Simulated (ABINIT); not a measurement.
# CuO: single point with PBEsol

Crystal: CuO.

```
CELL_PARAMETERS angstrom
1.99097 -2.15355 0.00000
1.99097 2.15355 0.00000
0.00000 0.00000 5.15593
ATOMIC_POSITIONS crystal
Cu 0.50139 0.99208 0.99690
Cu 0.99817 0.48870 0.49358
O 0.49427 0.50718 0.25213
O 0.50850 0.50044 0.74135
```

The cell comes from a database or a generator and needn't be the stable form of this composition.

The cell isn't the ideal one: atoms moved at random, drawn with an rms of 0.05 Å.

* Program: ABINIT 10.8.3 (patched build)
* Task: single point
* Functional: PBEsol
* Potentials or basis: JTH PAW PBE v2.0
* Cutoff: 707 eV
* k mesh: 9 × 9 × 5
* Occupations: fermi-dirac, width 0.05 eV
* Spin: no spin polarisation

```yaml
Pressure: -5.6 GPa
Largest_force: 0.622 eV/Å
Band_gap_on_the_k_mesh: none (metal or under the smearing width)
Valence_electrons_inside_the_program's_atomic_spheres: Cu 17.29, 17.31; O 4.49, 4.48
```

Forces in eV/Å, atoms in the order of the input:
```
Cu   0.276  0.298 -0.092
Cu   0.201  0.088  0.252
O   -0.183 -0.309 -0.508
O   -0.295 -0.077  0.349
```

Stress tensor (GPa, compression positive):
```
-4.22 -0.88 -0.84
-0.88 -5.70  0.37
-0.84  0.37 -6.77
```

Levels at points of the mesh, in eV from the Fermi level:
| k point | band 23 | band 24 | band 25 | band 26 | band 27 | band 28 |
| --- | --- | --- | --- | --- | --- | --- |
| (0.00, 0.00, 0.00) | -2.21 | -1.85 | 0.58 | 0.81 | 1.36 | 5.98 |

Run time: 9.1 min on 1 thread of Arm Neoverse V2, with other jobs on the host, peak memory 0.39 GiB.

Caveat: the PAW data sets were made with another functional, which shifts forces and pressure a little; the run has no spin polarisation, though such a crystal can be magnetic; semilocal functionals often make such compounds metallic where correlation or magnetic order opens a gap, which also shifts bond lengths.
